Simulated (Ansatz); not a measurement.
# KZnF3: the cost of one run

Program: Ansatz 0.2.0. Level of theory: DFT PBE, scalar-relativistic, plane waves, PAW. These are calculated values, not measurements.

## (1) The system as given

Symmetry: Pm-3m, No. 221, cubic system. The conventional cell has a = 4.050 Å, b = 4.050 Å, c = 4.050 Å, α = 90.00°, β = 90.00°, γ = 90.00°. K (site symmetry m-3m) is surrounded by 12 F at 2.86 Å. Around Zn (site symmetry m-3m) lie 6 F at 2.02 Å. Around F (site symmetry 4/mmm) lie 2 Zn at 2.02 Å and 4 K at 2.86 Å.

As a file:

```cif
data_structure
_symmetry_space_group_name_H-M 'P 1'
_symmetry_Int_Tables_number 1
_cell_length_a 4.0500
_cell_length_b 4.0500
_cell_length_c 4.0500
_cell_angle_alpha 90.000
_cell_angle_beta 90.000
_cell_angle_gamma 90.000
_cell_volume 66.43
loop_
_atom_site_label
_atom_site_type_symbol
_atom_site_fract_x
_atom_site_fract_y
_atom_site_fract_z
_atom_site_occupancy
K1 K 0.00000 0.00000 0.00000 1
Zn1 Zn 0.50000 0.50000 0.50000 1
F1 F 0.50000 0.50000 0.00000 1
F2 F 0.00000 0.50000 0.50000 1
F3 F 0.50000 0.00000 0.50000 1
```

No relaxation comes first: the listed cell is the starting point.

## (2) Zero of energy

Reference values: F = -7286.2576 eV; pressure 4.55 GPa; largest force 0.000 eV/Å; gap on the mesh 3.86 eV. It was computed beforehand with the settings of the runs below.

## (3) Setting up a strain scan

The cell is strained by ε times the Voigt pattern (0, 0, 0, 1, 0, 0) (xx, yy, zz, yz, xz, xy; engineering shear), with fractional coordinates fixed (clamped ions). The stress on the pattern is the sum of the stress components weighted by it, tension positive.

## (4) ε = -0.0200

Contents of input.yaml:

```yaml
crystal:
  lattice:
    - [4.05, 0.0, 0.0]
    - [0.0, 4.05, -0.0405]
    - [0.0, -0.0405, 4.05]
  atoms:
    - { symbol: K, position: [0.0, 0.0, 0.0] }
    - { symbol: Zn, position: [0.5, 0.5, 0.5] }
    - { symbol: F, position: [0.5, 0.5, 0.0] }
    - { symbol: F, position: [0.0, 0.5, 0.5] }
    - { symbol: F, position: [0.5, 0.0, 0.5] }
basis:
  ecutwfc: 420
kpoints:
  mp_grid: { grid: [6, 6, 6] }
hamiltonian:
  xc: pbe
scf:
  occupations: { method: gaussian, width: 0.05 }
output:
  forces: true
  stress: true
  eigenvalues: true
```

Launch:

```console
> ansatz run input.yaml --threads 1 --pin off --max-ram 2560MiB --backend cpu --events-out ev --progress --plain --runs-dir out
```

Q: Estimate wall time and peak memory on 1 thread of Arm Neoverse V2, shared host.

About 4.5 s, with a peak of 0.35 GiB.
